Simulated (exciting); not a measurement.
# Zn (P6_3/mmc) in exciting: notebook, part 2 of 2

exciting (release sodium).

### Step 4. Optical spectrum, AM05+D2

input.xml

```xml
<input>
  <title>Zn</title>
  <structure speciespath="./" tshift="false">
    <crystal scale="1.88972612463">
      <basevect>2.670000000000 0.000000000000 0.000000000000</basevect>
      <basevect>-1.335000000000 2.312287828100 0.000000000000</basevect>
      <basevect>0.000000000000 0.000000000000 4.966000000000</basevect>
    </crystal>
    <species speciesfile="Zn.xml" rmt="2">
      <atom coord="0.666666666700 0.333333333300 0.750000000000"/>
      <atom coord="0.333333333300 0.666666666700 0.250000000000"/>
    </species>
  </structure>
  <groundstate do="fromscratch" ngridk="8 8 4" rgkmax="8" gmaxvr="14" lmaxapw="10" lmaxmat="10" lmaxvr="8" stype="Fermi Dirac" swidth="0.00367493" nempty="28" ValenceRelativity="iora*" epsengy="1e-05" epspot="1e-05" maxscl="60" outputlevel="normal" vkloff="0 0 0.5">
    <libxc exchange="XC_GGA_X_AM05" correlation="XC_GGA_C_AM05"/>
  </groundstate>
  <properties>
    <DFTD2/>
    <momentummatrix/>
    <dielmat intraband="false" wmax="0.8" wgrid="200" swidth="0.007" tevout="true">
      <epscomp>1 1</epscomp>
      <epscomp>2 2</epscomp>
      <epscomp>3 3</epscomp>
    </dielmat>
  </properties>
</input>
```

Potentials or basis: all-electron LAPW+lo, shipped species files, valence relativity iora*.

Started as:

```sh
> OMP_NUM_THREADS=1 exciting_smp
```

INFO.OUT:

```text
================================================================================
EXCITING SODIUM started
All units are atomic (Hartree, Bohr, etc.)
================================================================================

********************************************************************************
* Ground-state run starting from atomic densities                              *
********************************************************************************

++++++++++++++++++++++++++++++++++++++++++++++++++++++++++++++++++++++++++++++++
+ Starting initialization                                                      +
++++++++++++++++++++++++++++++++++++++++++++++++++++++++++++++++++++++++++++++++

 Lattice vectors (cartesian) :
      5.0455687528      0.0000000000      0.0000000000
     -2.5227843764      4.3695907164      0.0000000000
      0.0000000000      0.0000000000      9.3843799349

 Reciprocal lattice vectors (cartesian) :
      1.2452878189      0.7189672575     -0.0000000000
      0.0000000000      1.4379345149      0.0000000000
      0.0000000000     -0.0000000000      0.6695365438

 Unit cell volume                           :     206.8980849085
 Brillouin zone volume                      :       1.1989004807

 Species :    1 (Zn)
     parameters loaded from                 :    Zn.xml
     name                                   :    zinc
     nuclear charge                         :     -30.00000000
     electronic charge                      :      30.00000000
     atomic mass                            :  119198.67800000
     muffin-tin radius                      :       2.00000000
     # of radial points in muffin-tin       :     350

     atomic positions (lattice) :
       1 :   0.66666667  0.33333333  0.75000000
       2 :   0.33333333  0.66666667  0.25000000

 Total number of atoms per unit cell        :       2

 Spin treatment                             :    spin-unpolarised

 Number of Bravais lattice symmetries       :      24
 Number of crystal symmetries               :      12

 k-point grid                               :       8    8    4
 k-point offset :       0.000000  0.000000  0.500000
 Total number of k-points                   :      30
 k-point set is reduced with crystal symmetries

 R^MT_min * |G+k|_max (rgkmax)              :       8.00000000
 Species with R^MT_min                      :       1 (Zn)
 Maximum |G+k| for APW functions            :       4.00000000
 Maximum |G| for potential and density      :      14.00000000

 G-vector grid sizes                        :      24    24    45
 Total number of G-vectors                  :    9677

 Maximum angular momentum used for
     APW functions                          :      10
     computing H and O matrix elements      :      10
     potential and density                  :       8
     inner part of muffin-tin               :       2

 Total nuclear charge                       :     -60.00000000
 Total electronic charge                    :      60.00000000
 Total core charge                          :      24.00000000
 Total valence charge                       :      36.00000000

 Number of empty states                     :      28
 Total number of valence states             :      47

 Maximum Hamiltonian size                   :     258
 Maximum number of plane-waves              :     234
 Total number of local-orbitals             :      24

 Exchange-correlation type                  :     100
     libxc; exchange: Armiento & Mattsson 05; correlation: Armiento & Mattsson 05 (see libxc for references)

 Smearing scheme                            :    Fermi-Dirac
 Smearing width                             :       0.00367493

 Using multisecant Broyden potential mixing

++++++++++++++++++++++++++++++++++++++++++++++++++++++++++++++++++++++++++++++++
+ Ending initialization                                                        +
++++++++++++++++++++++++++++++++++++++++++++++++++++++++++++++++++++++++++++++++

********************************************************************************
* Groundstate module started                                                   *
********************************************************************************
 Output level for this task is set to normal

++++++++++++++++++++++++++++++++++++++++++++++++++++++++++++++++++++++++++++++++
+ Self-consistent loop started                                                 +
++++++++++++++++++++++++++++++++++++++++++++++++++++++++++++++++++++++++++++++++
 Density and potential initialised from atomic data

++++++++++++++++++++++++++++++++++++++++++++++++++++++++++++++++++++++++++++++++
+ SCF iteration number :    1                                                  +
++++++++++++++++++++++++++++++++++++++++++++++++++++++++++++++++++++++++++++++++
 Total energy                               :     -3577.35746071
 _______________________________________________________________
 Fermi energy                               :         0.26947445
 Kinetic energy                             :      3656.83460741
 Coulomb energy                             :     -7096.39866443
 Exchange energy                            :      -132.87076916
 Correlation energy                         :        -4.92263453

 DOS at Fermi energy (states/Ha/cell)       :        23.71585742

 Electron charges :
     core                                   :        24.00000000
     core leakage                           :         0.00179581
     valence                                :        36.00000000
     interstitial                           :         3.94024822
     charge in muffin-tin spheres :
                  atom     1    Zn          :        28.02987589
                  atom     2    Zn          :        28.02987589
     total charge in muffin-tins            :        56.05975178
     total charge                           :        60.00000000
[... 350 lines left out ...]
 Electron charges :
     core                                   :        24.00000000
     core leakage                           :         0.00172650
     valence                                :        36.00000000
     interstitial                           :         3.80457070
     charge in muffin-tin spheres :
                  atom     1    Zn          :        28.09771465
                  atom     2    Zn          :        28.09771465
     total charge in muffin-tins            :        56.19542930
     total charge                           :        60.00000000

 RMS change in effective potential (target) :  0.508056E-08  ( 0.100000E-04)
 Absolute change in total energy   (target) :  0.580273E-06  ( 0.100000E-04)
 Charge distance                   (target) :  0.487184E-09  ( 0.100000E-04)

++++++++++++++++++++++++++++++++++++++++++++++++++++++++++++++++++++++++++++++++
| Convergency criteria checked for the last 2 iterations                       +
| Convergence targets achieved. Performing final SCF iteration                 +
++++++++++++++++++++++++++++++++++++++++++++++++++++++++++++++++++++++++++++++++
 Total energy                               :     -3587.15795909
 _______________________________________________________________
 Fermi energy                               :         0.24573376
 Kinetic energy                             :      3651.61924163
 Coulomb energy                             :     -7100.61611751
 Exchange energy                            :      -133.22962865
 Correlation energy                         :        -4.93145456

 DOS at Fermi energy (states/Ha/cell)       :        24.31204698

 Electron charges :
     core                                   :        24.00000000
     core leakage                           :         0.00172650
     valence                                :        36.00000000
     interstitial                           :         3.80457071
     charge in muffin-tin spheres :
                  atom     1    Zn          :        28.09771465
                  atom     2    Zn          :        28.09771465
     total charge in muffin-tins            :        56.19542929
     total charge                           :        60.00000000

++++++++++++++++++++++++++++++++++++++++++++++++++++++++++++++++++++++++++++++++
+ Self-consistent loop stopped                                                 +
++++++++++++++++++++++++++++++++++++++++++++++++++++++++++++++++++++++++++++++++
 STATE.OUT is written

********************************************************************************
* Groundstate module stopped                                                   *
********************************************************************************

--------------------------------------------------------------------------------
- CAUTION! Warnings have been written in file WARNING.OUT !                    -
--------------------------------------------------------------------------------
================================================================================
| EXCITING SODIUM stopped                                                      =
================================================================================
```

Run time: 52 s. Hardware: 1 thread of Arm Neoverse V1, shared host; peak memory 0.33 GiB.

Results:

```yaml
All_electrons_inside_the_program's_atomic_spheres: Zn 28.10 (radii Zn 2.0 bohr)
Dispersion_energy_per_atom: -0.343 eV
Density_of_states_at_the_Fermi_level: 0.89 states/eV per cell
```

Levels at points of the mesh, in eV from the Fermi level:
```tsv
k point	band 14	band 15	band 16	band 17	band 18	band 19	band 20	band 21	band 22	band 23
(0.00, 0.00, 0.12)	-7.06	-7.06	-6.87	-6.87	-4.67	-1.45	12.07	17.61	17.61	18.86
```

Dielectric function (mean over the directions given):
```csv
energy (eV),real part,imaginary part
0.33,26.79,1.16
0.76,31.75,4.17
1.31,49.65,33.87
1.74,-5.57,37.81
2.29,-3.65,18.84
2.83,-14.56,14.96
3.27,-9.88,6.78
3.81,-6.44,2.34
4.25,-4.26,1.51
4.79,-2.65,1.16
5.33,-1.37,1.38
5.77,-1.42,0.83
6.31,-0.87,0.57
6.75,-0.31,0.33
7.29,0.24,0.66
7.84,0.48,0.54
8.27,0.77,0.86
8.82,0.68,1.00
9.36,0.61,1.24
9.80,0.32,0.92
10.34,0.81,0.67
10.78,0.64,1.25
11.32,0.36,0.78
11.86,0.54,0.58
12.30,0.64,0.83
12.84,0.49,0.57
13.28,0.71,0.38
13.82,0.92,0.57
14.37,0.89,0.58
14.80,0.97,0.76
15.35,0.57,0.75
15.89,0.68,0.56
16.33,0.78,0.48
16.87,0.86,0.53
17.31,0.83,0.67
17.85,0.63,0.77
18.39,0.68,0.52
18.83,0.65,0.50
19.37,0.65,0.49
19.92,0.66,0.35
```

Caveat: the dispersion energy is computed afterwards and isn't part of the total energy; the intraband (Drude) term of the metal is left out; spectra need much finer meshes, so this one isn't converged; independent-particle spectra lack excitons.
